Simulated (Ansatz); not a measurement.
Si:

```
Si
1.0
     2.53211    0.00000    0.00000
     0.00000    2.53211    0.00000
     0.00000    0.00000    2.53211
Si
1
Direct
  0.50000 0.50000 0.50000
```

The cell was built by a generator and needn't be a form met in nature.

```yaml
Program: Ansatz 0.2.0
Task: single point
Functional: PBE
Potentials_or_basis: Ansatz PAW
Cutoff: "420 eV (not typed: the program's choice for these potentials)"
k_mesh: 10 × 10 × 10
Occupations: fermi-dirac, width 0.05 eV
Spin: no spin polarisation
```

On this cell: pressure 0.3 GPa; band gap on the k mesh none (metal or under the smearing width).

The same run follows on a disturbed copy (cell strained at random at fixed volume):

```
CELL_PARAMETERS angstrom
2.54662 -0.01755 -0.00396
-0.01755 2.48769 0.00079
-0.00396 0.00079 2.56277
ATOMIC_POSITIONS crystal
Si 0.49795 0.50142 0.48626
```

What does the disturbed cell give?

The energy (extrapolated to zero smearing) moves by +9.6 meV/atom; pressure 0.5 GPa; band gap on the k mesh none (metal or under the smearing width).

Stress tensor (GPa, compression positive):
```
-1.71  0.80  0.00
 0.80  6.61 -0.06
 0.00 -0.06 -3.50
```
